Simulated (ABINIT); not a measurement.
Na2S:

```
S Na
1.0
     0.00000    3.27350    3.27350
     3.27350    0.00000    3.27350
     3.27350    3.27350    0.00000
S Na
1 2
Direct
  0.00000 0.00000 0.00000
  0.75000 0.75000 0.75000
  0.25000 0.25000 0.25000
```

- Program: ABINIT 10.8.3 (patched build)
- Task: single point
- Functional: PBEsol
- Potentials or basis: PseudoDojo NC SR PBEsol v0.4.1 standard
- Cutoff: 1197 eV
- k mesh: 7 × 7 × 7
- Occupations: fermi-dirac, width 0.05 eV
- Spin: no spin polarisation

On this cell: pressure -0.6 GPa; largest force zero by symmetry; band gap on the k mesh 2.36 eV, direct.

The same run follows on a disturbed copy (atoms moved at random, drawn with an rms of 0.05 Å):

```xyz
3
Lattice="0.0000 3.2735 3.2735 3.2735 0.0000 3.2735 3.2735 3.2735 0.0000" Properties=species:S:1:pos:R:3 pbc="T T T"
S    -0.0152    0.0065   -0.0056
Na    4.9285    4.9158    4.8763
Na    1.5859    1.6566    1.6556
```

Q: What changes?

A: The energy moves by +1.8 meV/atom; pressure -0.5 GPa; largest force 0.132 eV/Å; band gap on the k mesh 2.33 eV, direct.

Forces in eV/Å, atoms in the order of the input:
```
S   -0.003  0.018  0.000
Na  -0.098  0.018  0.077
Na   0.101 -0.036 -0.076
```

Stress tensor (GPa, compression positive):
```
-0.53 -0.15 -0.05
-0.15 -0.54  0.19
-0.05  0.19 -0.53
```

